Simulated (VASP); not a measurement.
# Sc: intraband terms of a metal's spectrum

Sc, I4/mmm (no. 139), 1 atom in the cell. PBE, independent-particle dielectric function; PAW potentials Sc_sv (PBE set).

## Input

INCAR.step1:
```
  PREC = Accurate
  ENCUT = 260
  ISMEAR = 1
  SIGMA = 0.1
  EDIFF = 1E-7
  LASPH = T
  KPAR = 4
  LWAVE = F
  LCHARG = T
  LMAXMIX = 4
```

INCAR.step2:
```
  PREC = Accurate
  ENCUT = 260
  ISMEAR = 0
  SIGMA = 0.3
  EDIFF = 1E-6
  LASPH = T
  KPAR = 4
  LWAVE = T
  LCHARG = F
  LMAXMIX = 4
  ICHARG = 11
  NBANDS = 20
  NEDOS = 3000
  OMEGAMAX = 30
  CSHIFT = 0.1
```

INCAR.step3, as INCAR.step2 but for:
```
- LWAVE = T
+ LWAVE = F
+ LOPTICS = T
+ ALGO = None
+ NELM = 1
+ ISTART = 1
```

INCAR.step4, as INCAR.step3 but for:
```
+ WPLASMAI = 0.03
```

INCAR.step5 to INCAR.step6 change the same tag again: WPLASMAI = 0.1, 0.3.

INCAR.step7, as INCAR.step6 but for:
```
- WPLASMAI = 0.3
+ RTIME = 1
```

INCAR.step8, as INCAR.step7 but for:
```
- RTIME = 1
+ RTIME = 5
```

INCAR.step9, as INCAR.step8 but for:
```
- RTIME = 5
+ LNABLA = T
```

INCAR.step10, as INCAR.step9 but for:
```
- ISMEAR = 0
- LNABLA = T
+ ISMEAR = -5
```

KPOINTS.step1:
```
k-points
0
Gamma
  10 10 10
```

KPOINTS.step2:
```
k-points
0
Gamma
  16 16 16
```

POSCAR:
```
Sc
1.0
   -1.9172054859      1.9172054859      1.7176030000
    1.9172054859     -1.9172054859      1.7176030000
    1.9172054859      1.9172054859     -1.7176030000
Sc
1
Direct
    0.0000000000      0.0000000000      0.0000000000
```

Commands (each step's output is kept before the next begins):
```
cat potpaw_PBE.64/Sc_sv/POTCAR > POTCAR
cp INCAR.step1 INCAR
cp KPOINTS.step1 KPOINTS
mpirun -np 4 vasp_std > vasp.out
cp INCAR.step2 INCAR
cp KPOINTS.step2 KPOINTS
mpirun -np 4 vasp_std > vasp.out
cp INCAR.step3 INCAR
mpirun -np 4 vasp_std > vasp.out
cp INCAR.step4 INCAR
mpirun -np 4 vasp_std > vasp.out
cp INCAR.step5 INCAR
mpirun -np 4 vasp_std > vasp.out
cp INCAR.step6 INCAR
mpirun -np 4 vasp_std > vasp.out
cp INCAR.step7 INCAR
mpirun -np 4 vasp_std > vasp.out
cp INCAR.step8 INCAR
mpirun -np 4 vasp_std > vasp.out
cp INCAR.step9 INCAR
mpirun -np 4 vasp_std > vasp.out
cp INCAR.step10 INCAR
mpirun -np 4 vasp_std > vasp.out
```

## Result

- Bands: 20

One ground state, settings moved in the last step alone:

| Settings | Plasma frequency (eV) | Im ε at 0.5 eV | Im ε at 1 eV | Im ε at 2 eV | Im ε at 4 eV | Time (s) |
|---|---|---|---|---|---|---|
| interband part alone | 3.81 | 27.5 | 17.9 | 14.8 | 5.3 | 11 |
| Drude term, WPLASMAI 0.03 | 3.81 | 30.9 | 18.3 | 14.8 | 5.3 | 12 |
| Drude term, WPLASMAI 0.1 | 3.81 | 38.6 | 19.3 | 15.0 | 5.4 | 10 |
| Drude term, WPLASMAI 0.3 | 3.81 | 53.0 | 21.9 | 15.3 | 5.4 | 8 |
| relaxation time RTIME 1 fs | 3.81 | 55.4 | 24.5 | 15.8 | 5.5 | 9 |
| relaxation time RTIME 5 fs | 3.81 | 41.7 | 19.8 | 15.0 | 5.4 | 10 |
| transversal form (LNABLA) | 3.53 | 25.2 | 16.3 | 13.7 | 5.1 | 9 |
| tetrahedron method | – | – | – | – | – | no result |

VASP 6.6.1 took 93 s on 4 cores (AMD EPYC 7R43 (Zen 3)), a shared host.
